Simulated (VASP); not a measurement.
# C (Fd-3m) in VASP: further runs

Runs on C. Level: PBE. Tasks: relaxation of cell and atoms.

Program: VASP 6.6.1. These are calculated values, not measurements. Logs are shortened: lines on timing, memory, paths and dates and some standing lists are left out, and cuts for length are marked.

## (1) The structure

It takes space group Fd-3m (No. 227, cubic). Conventional cell: a = 3.567 Å, b = 3.567 Å, c = 3.567 Å, α = 90.00°, β = 90.00°, γ = 90.00°. C (site symmetry -43m) has 4 C at 1.54 Å as nearest neighbours.

This isn't the form of C at room conditions, which is graphite.

## (2) Relaxation of cell and atoms, PBE

INCAR

```
ALGO     = Normal         # electronic algorithm
EDIFF    = 1E-6           # SCF threshold, eV
EDIFFG   = -0.01          # ionic threshold
ENCUT    = 520            # plane-wave cutoff, eV
GGA      = PE             # functional
IBRION   = 2              # ionic algorithm
ISIF     = 3              # what is computed and relaxed
ISMEAR   = 0              # smearing method
LASPH    = True           # aspherical terms in the spheres
LCHARG   = False          # write CHGCAR
LREAL    = False          # projectors in reciprocal space
LWAVE    = False          # write WAVECAR
NELM     = 120            # most SCF steps
NSW      = 90             # ionic steps
PREC     = Accurate       # precision mode
SIGMA    = 0.1            # smearing width, eV
```

KPOINTS

```
k-points
0
Gamma
  21 21 21
```

POSCAR

```
C
1.0
    0.0000000000      1.7833700000      1.7833700000
    1.7833700000      0.0000000000      1.7833700000
    1.7833700000      1.7833700000      0.0000000000
C
2
Direct
    0.5000000000      0.5000000000      0.5000000000
    0.7500000000      0.7500000000      0.7500000000
```

Potentials or basis: VASP PAW PBE potentials, release 64 (C).

On the command line:

```
$ cat potpaw_PBE.64/C/POTCAR > POTCAR
$ mpirun -np 1 vasp_std > vasp.out
```

OUTCAR:

```text
EDIFF = 1E-6
   EDIFFG = -0.01
   ENCUT = 520
   GGA = PE
   IBRION = 2
   ISIF = 3
   ISMEAR = 0
   LASPH = True
   LREAL = False
   NELM = 120
   NSW = 90
   PREC = Accurate

 ion  position               nearest neighbor table
   1  0.500  0.500  0.500-   2 1.54   2 1.54   2 1.54   2 1.54
   2  0.750  0.750  0.750-   1 1.54   1 1.54   1 1.54   1 1.54

  LATTYP: Found a face centered cubic cell.
 ALAT       =     3.5667400000

  Lattice vectors:

 A1 = (   0.0000000000,   1.7833700000,   1.7833700000)
 A2 = (   1.7833700000,   0.0000000000,   1.7833700000)
 A3 = (   1.7833700000,   1.7833700000,   0.0000000000)

Analysis of symmetry for initial positions (statically):
=====================================================================
 Subroutine PRICEL returns:
 Original cell was already a primitive cell.

 Routine SETGRP: Setting up the symmetry group for a
 face centered cubic supercell.

 Subroutine GETGRP returns: Found 48 space group operations
 (whereof 24 operations were pure point group operations)
 out of a pool of 48 trial point group operations.

The static configuration has the point symmetry T_d .
 The point group associated with its full space group is O_h .

Analysis of symmetry for dynamics (positions and initial velocities):
=====================================================================
 Subroutine PRICEL returns:
 Original cell was already a primitive cell.

 Routine SETGRP: Setting up the symmetry group for a
 face centered cubic supercell.

 Subroutine GETGRP returns: Found 48 space group operations
 (whereof 24 operations were pure point group operations)
 out of a pool of 48 trial point group operations.

The dynamic configuration has the point symmetry T_d .
 The point group associated with its full space group is O_h .

 Subroutine INISYM returns: Found 48 space group operations
 (whereof 24 operations are pure point group operations),
 and found     1 'primitive' translations

----------------------------------------------------------------------------------------

                                     Primitive cell

  volume of cell :      11.3437

  direct lattice vectors                    reciprocal lattice vectors
     0.000000000  1.783370000  1.783370000    -0.280368067  0.280368067  0.280368067
     1.783370000  0.000000000  1.783370000     0.280368067 -0.280368067  0.280368067
     1.783370000  1.783370000  0.000000000     0.280368067  0.280368067 -0.280368067

  length of vectors
     2.522066041  2.522066041  2.522066041     0.485611737  0.485611737  0.485611737

  position of ions in fractional coordinates (direct lattice)
     0.500000000  0.500000000  0.500000000
     0.750000000  0.750000000  0.750000000

  ion indices of the primitive-cell ions
   primitive index   ion index
                 1           1
                 2           2

----------------------------------------------------------------------------------------

 KPOINTS: k-points

Automatic generation of k-mesh.
 Grid dimensions read from file:
 generate k-points for:   21   21   21

 Generating k-lattice:

  Cartesian coordinates                     Fractional coordinates (reciprocal lattice)
    -0.013350860  0.013350860  0.013350860     0.047619048  0.000000000  0.000000000
     0.013350860 -0.013350860  0.013350860     0.000000000  0.047619048  0.000000000
     0.013350860  0.013350860 -0.013350860     0.000000000  0.000000000  0.047619048

  Length of vectors
     0.023124368  0.023124368  0.023124368

  Shift w.r.t. Gamma in fractional coordinates (k-lattice)
     0.000000000  0.000000000  0.000000000

 Subroutine IBZKPT returns following result:
 ===========================================

 Found    286 irreducible k-points:

 Following reciprocal coordinates:
            Coordinates               Weight
  0.000000  0.000000  0.000000      1.000000
  0.047619  0.000000  0.000000      8.000000
  0.095238  0.000000  0.000000      8.000000
  0.142857  0.000000  0.000000      8.000000
  0.190476  0.000000  0.000000      8.000000
  0.238095  0.000000  0.000000      8.000000
[... 16 lines left out ...]
 -0.428571  0.047619  0.000000     24.000000
 -0.380952  0.047619  0.000000     24.000000
 [... further k-points ...]
   k-points           NKPTS =    286   k-points in BZ     NKDIM =    286   number of bands    NBANDS=      8
   number of dos      NEDOS =    301   number of ions     NIONS =      2
   total plane-waves  NPLWV =   8000
   dimension x,y,z NGX =    20 NGY =   20 NGZ =   20
   dimension x,y,z NGXF=    40 NGYF=   40 NGZF=   40
   ions per type =               2
   NGX,Y,Z   is equivalent  to a cutoff of  13.18, 13.18, 13.18 a.u.
   NGXF,Y,Z  is equivalent  to a cutoff of  26.37, 26.37, 26.37 a.u.
 SYSTEM =  unknown system
   PREC   = accura    normal or accurate (medium, high low for compatibility)
   ISTART =      0    job   : 0-new  1-cont  2-samecut
   ICHARG =      2    charge: 1-file 2-atom 10-const
   ISPIN  =      1    spin polarized calculation?
   LNONCOLLINEAR =      F non collinear calculations
   LSORBIT =      F    spin-orbit coupling
   LASPH  =      T    aspherical Exc in radial PAW
   ENCUT  =  520.0 eV  38.22 Ry    6.18 a.u.   4.69  4.69  4.69*2*pi/ulx,y,z
   NELM   =    120;   NELMIN=  2; NELMDL= -5     # of ELM steps
   EDIFF  = 0.1E-05   stopping-criterion for ELM
   LREAL  =      F    real-space projection
   EDIFFG = -.1E-01   stopping-criterion for IOM
   NSW    =     90    number of steps for IOM
   IBRION =      2    ionic relax: 0-MD 1-quasi-New 2-CG
   NFREE  =      1    steps in history (QN), initial steepest desc. (CG)
   ISIF   =      3    stress and relaxation
   ISYM   =      2    0-nonsym 1-usesym 2-fastsym
   POTIM  = 0.5000    time-step for ionic-motion
   TEBEG  =    0.0;   TEEND  =   0.0 temperature during run
   PSTRESS=    0.0 pullay stress
   NELECT =       8.0000    total number of electrons
   NUPDOWN=      -1.0000    fix difference up-down
   EMIN   =  10.00;   EMAX   =-10.00  energy-range for DOS
   EFERMI =   0.00;   METHOD = LEGACY
   ISMEAR =     0;   SIGMA  =   0.10  broadening in eV -4-tet -1-fermi 0-gaus
   EFERMI_NEDOS =   21; number of points for ismear=-14 and -15
   IALGO  =     38    algorithm
   IMIX   =      4    mixing-type and parameters
     AMIX     =   0.40;   BMIX     =  1.00
     AMIX_MAG =   1.60;   BMIX_MAG =  1.00
  volume/ion in A,a.u.               =       5.67        38.28
  Fermi-wavevector in a.u.,A,eV,Ry     =   1.457203  2.753714 28.891161  2.123440
  Thomas-Fermi vector in A             =   2.574032
   LORBIT       =      0    0 simple, 1 ext, 2 COOP (PROOUT), +10 PAW based schemes
   GGA     = PE    functional components
   LHFCALC =     F    Hartree Fock is set to
   AEXX    =    0.0000 exact exchange contribution
   IVDW    =     0    specifies the selected vdW correction
   LEPSILON=     F    determine dielectric tensor
   LRPA    =     F    only Hartree local field effects (RPA)
 conjugate gradient relaxation of ions
 non-spin polarized calculation
 Gauss-broadening in eV      SIGMA  =   0.10
  energy-cutoff  :      520.00
  volume of cell :       11.34
 maximum number of plane-waves:       322
   NGX =  9   NGY =  9   NGZ =  9

--------------------------------------- Ionic step        1  -------------------------------------------

 number of electron       7.9999999 magnetization

 Free energy of the ion-electron system (eV)
  ---------------------------------------------------
  ext. energy  EPLUGINS =         0.00000000
  ---------------------------------------------------
  free energy    TOTEN  =       -18.18525890 eV

  energy without entropy =      -18.18525890  energy(sigma->0) =      -18.18525890

------------------------ aborting loop because EDIFF is reached ----------------------------------------

  FORCE on cell =-STRESS in cart. coord.  units (eV):
  Direction    XX          YY          ZZ          XY          YZ          ZX
  --------------------------------------------------------------------------------------
  -------------------------------------------------------------------------------------
  Total        0.1740554      0.1740554      0.1740554      0.0000000     -0.0000000      0.0000000
  in kB       24.5835043     24.5835043     24.5835043      0.0000000     -0.0000000      0.0000000
  external PRESSURE =      24.5835043 kB  Pullay stress =       0.0000000 kB
[... 21 lines left out ...]
  energy  without entropy=      -18.1852589024  energy(sigma->0) =      -18.18525890

--------------------------------------- Ionic step        2  -------------------------------------------

 number of electron       8.0000000 magnetization

 E-fermi :   9.9561     XC(G=0): -13.1879

 val. band max:        9.5492133328   @ k =   0.0000   0.0000   0.0000
 cond. band min:      13.6594450913   @ k =   0.3810   0.3810   0.0000
 fundamental gap:      4.1102317586
 Fermi energy:         9.9561440134

 k-point     1 :       0.0000    0.0000    0.0000
  band No.  band energies     occupation
      1     -11.7600      2.00000
      2       9.5492      2.00000
      3       9.5492      2.00000
      4       9.5492      2.00000
      5      15.1044      0.00000
      6      15.1044      0.00000
      7      15.1044      0.00000
      8      22.5942      0.00000
[... 286 lines left out ...]
  energy  without entropy=      -18.1850044218  energy(sigma->0) =      -18.18500442

--------------------------------------- Ionic step        3  -------------------------------------------

 number of electron       7.9999999 magnetization

 Free energy of the ion-electron system (eV)
  ---------------------------------------------------
  ext. energy  EPLUGINS =         0.00000000
  ---------------------------------------------------
  free energy    TOTEN  =       -18.18574551 eV

  energy without entropy =      -18.18574551  energy(sigma->0) =      -18.18574551

 E-fermi :  10.0766     XC(G=0): -13.2227

 val. band max:        9.6490151775   @ k =   0.0000   0.0000   0.0000
 cond. band min:      13.7743820099   @ k =   0.3810   0.3810   0.0000
 fundamental gap:      4.1253668324
 Fermi energy:        10.0765994383

 k-point     1 :       0.0000    0.0000    0.0000
  band No.  band energies     occupation
      1     -11.7530      2.00000
      2       9.6490      2.00000
      3       9.6490      2.00000
      4       9.6490      2.00000
      5      15.2233      0.00000
      6      15.2233      0.00000
      7      15.2233      0.00000
      8      22.8525      0.00000
[... 282 lines left out ...]
  FREE ENERGIE OF THE ION-ELECTRON SYSTEM (eV)
  ---------------------------------------------------
  free  energy   TOTEN  =       -18.1857455080 eV

  energy  without entropy=      -18.1857455080  energy(sigma->0) =      -18.18574551

 reached required accuracy - stopping structural energy minimisation
```

It took 16 s on 1 thread of Intel Xeon 6975P-C (Granite Rapids), shared host; peak memory 0.13 GiB.

What came out:

- Free energy: -18.1857 eV
- Relaxed volume: 5.70 Å³/atom
- Relaxed cell: a = 2.527 Å, b = 2.527 Å, c = 2.527 Å, α = 60.00°, β = 60.00°, γ = 60.00°
- Space group after relaxing (to 0.05 Å): Fd-3m (No. 227)
- Energy gained by relaxing: 0.2 meV/atom
- Ionic steps: 3
- Pressure after relaxing: 0.0 GPa
- Band gap on the k mesh: 4.13 eV, indirect (least direct gap 5.57 eV)

Step by step:
```
step  energy change (eV)  largest force (eV/Å)  pressure (GPa)  volume (Å³)
   1              0.0000                0.0000            2.46        11.34
   2              0.0003                0.0000           -2.96        11.49
   3             -0.0005                0.0000            0.01        11.41
```

Final structure:
```cif
data_structure
_symmetry_space_group_name_H-M 'P 1'
_symmetry_Int_Tables_number 1
_cell_length_a 2.5268
_cell_length_b 2.5268
_cell_length_c 2.5268
_cell_angle_alpha 60.000
_cell_angle_beta 60.000
_cell_angle_gamma 60.000
_cell_volume 11.41
loop_
_atom_site_label
_atom_site_type_symbol
_atom_site_fract_x
_atom_site_fract_y
_atom_site_fract_z
_atom_site_occupancy
C1 C 0.50000 0.50000 0.50000 1
C2 C 0.75000 0.75000 0.75000 1
```

Levels at points of the mesh, in eV from the valence-band top:
| k point | band 2 | band 3 | band 4 | band 5 | band 6 | band 7 |
| --- | --- | --- | --- | --- | --- | --- |
| (0.00, 0.00, 0.00) | 0.00 | 0.00 | 0.00 | 5.57 | 5.57 | 5.57 |

Caveat: an odd mesh through Γ misses points on the zone boundary, where band edges often lie.

[end of part 1 of 2]
